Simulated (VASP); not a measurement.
# SiNi3 under changes of volume

One of the cells (11.331 Å³/atom); the others are scaled copies at fixed shape and fractional positions:

```
CELL_PARAMETERS angstrom
3.56546 0.00000 0.00000
0.00000 3.56546 0.00000
0.00000 0.00000 3.56546
ATOMIC_POSITIONS crystal
Ni 0.50000 0.50000 0.00000
Ni 0.50000 0.00000 0.50000
Ni 0.00000 0.50000 0.50000
Si 0.00000 0.00000 0.00000
```

* Program: VASP 6.6.1
* Functional: PBE
* Potentials or basis: VASP PAW PBE potentials, release 64 (Ni, Si)
* Cutoff: 520 eV
* k mesh: 8 × 8 × 8
* Occupations: fermi-dirac, width 0.05 eV
* Spin: collinear spin, ferromagnetic start
* Starting moments: [1.0, 1.0, 1.0, 0.0] μB

| volume (Å³/atom) | energy over the lowest point (meV/atom) | pressure (GPa) |
| --- | --- | --- |
| 10.443 | ? | ? |
| 10.665 | 0.05 | 2.3 |
| 10.887 | 0.00 | -2.1 |
| 11.331 | 16.36 | -9.4 |
| 11.554 | 31.56 | -12.4 |
| 11.776 | 50.74 | -15.1 |

Question: What does the run at 10.443 Å³/atom give?

Answer: Energy over the lowest point 6.53 meV/atom; pressure 7.2 GPa.

Worked out: A Birch-Murnaghan fit of order 3 (a polynomial in V^(-2/3)) to the other rows has its minimum at 10.78 Å³/atom with B0 = V·E''(V) = 211 GPa and B' = 4.8. It gives 6.48 meV/atom at 10.443 Å³/atom, against the run's 6.53, and -dE/dV = 7.1 GPa, against 7.2.

Energies are extrapolated to zero smearing.
